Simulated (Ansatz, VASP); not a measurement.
# GaS5: VASP beside Ansatz

```
Ga S
1.0
     6.00584    0.00000    0.00000
    -3.00292    5.20121    0.00000
     0.00000    0.00000    3.40598
Ga S
1 5
Cartesian
  0.0000 0.0000 1.7030
  -0.9526 1.6500 0.0000
  2.0503 3.5512 0.0000
  1.9053 0.0000 0.0000
  3.0029 1.7337 1.7030
  0.0000 3.4675 1.7030
```

Change from the starting cell: species swapped into the Mg5Sn type (P-62m, No. 189).

Alike in both runs: task relaxation of cell and atoms; functional PBE; k mesh 3 × 3 × 6; occupations gaussian, width 0.1 eV; no spin polarisation.

|  | VASP | Ansatz |
| --- | --- | --- |
| version | VASP 6.6.1 | Ansatz 0.2.0 |
| potentials or method | VASP PAW PBE potentials, release 64 (Ga_d, S) | scalar-relativistic, plane waves, PAW |
| plane-wave cutoff (eV) | 600 | 420 |
| valence electrons in the cell | 43 | 43 |

|  | VASP | Ansatz | Ansatz less VASP |
| --- | --- | --- | --- |
| gap on the k mesh at the Fermi level, each at its own relaxed structure (eV) | none | none | - |
| relaxed volume (Å³/atom) | 17.60 | 17.63 | +0.029 |
| relaxed cell length with the largest relative difference (Å) | 5.950 | 5.953 | +0.0034 |
| energy change over the relaxation (meV/atom) | -11 | -11 | +0.6 |

A gap of «none» marks a metal or a gap that the smearing closes.

Caveats: the k mesh is coarse (spacing up to 0.40 Å⁻¹), so the values aren't converged.
